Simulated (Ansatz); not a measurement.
## What a trial cell of W relaxes into

Level of theory: Ansatz 0.2.0, DFT PBE, scalar-relativistic, plane waves, PAW. Cutoff 420 eV, Γ-centred k mesh, Gaussian smearing, no spin polarisation in the final step.

W was placed on the hcp structure type (P6_3/mmc, No. 194), at a guessed volume.

```
CELL_PARAMETERS angstrom
2.91346 0.00000 0.00000
-1.45673 2.52313 0.00000
0.00000 0.00000 4.72871
ATOMIC_POSITIONS crystal
W 0.33333 0.66667 0.25000
W 0.66667 0.33333 0.75000
```

Steps on the 6×6×4 mesh (2 atoms). 6 of 7 steps are shown, and the free energy counts from the last. Trial steps that were taken back and renewals of the plane-wave basis can be among the rows.

```
step  ΔF (meV/atom) V (Å³/atom) P (GPa)
   1          122.7        17.38   -13.62
   2           94.2        15.56    19.17
   3           26.9        16.39     2.71
   4            0.7        16.62    -0.15
   5           -0.2        16.60    -0.19
   7            0.0        16.60    -0.03
```

A final relaxation ran on a 18×18×8 mesh. The relaxed crystal, P6_3/mmc (No. 194):

Space group P6_3/mmc (No. 194). a = 2.777 Å, b = 2.777 Å, c = 4.951 Å, α = 90.00°, β = 90.00°, γ = 120.00°
| atom | site | symmetry | x | y | z |
| --- | --- | --- | --- | --- | --- |
| W | 2c | -6m2 | 0.3333 | 0.6667 | 0.2500 |

* Volume per atom: 16.53 Å³
* Density: 18.47 g/cm³
* Energy over the standard structure: 0.50 eV/atom
* Gap on the 18×18×8 mesh: 0 eV (a metal)

Energies count from the standard state of W at the same level.

The final run used a 18×18×8 mesh on its 2-atom cell and 0.10 eV smearing. The k mesh leaves about 4 meV/atom of noise in metals. Spin–orbit coupling is left out.

A structure relaxed within its symmetry needn't be a true minimum.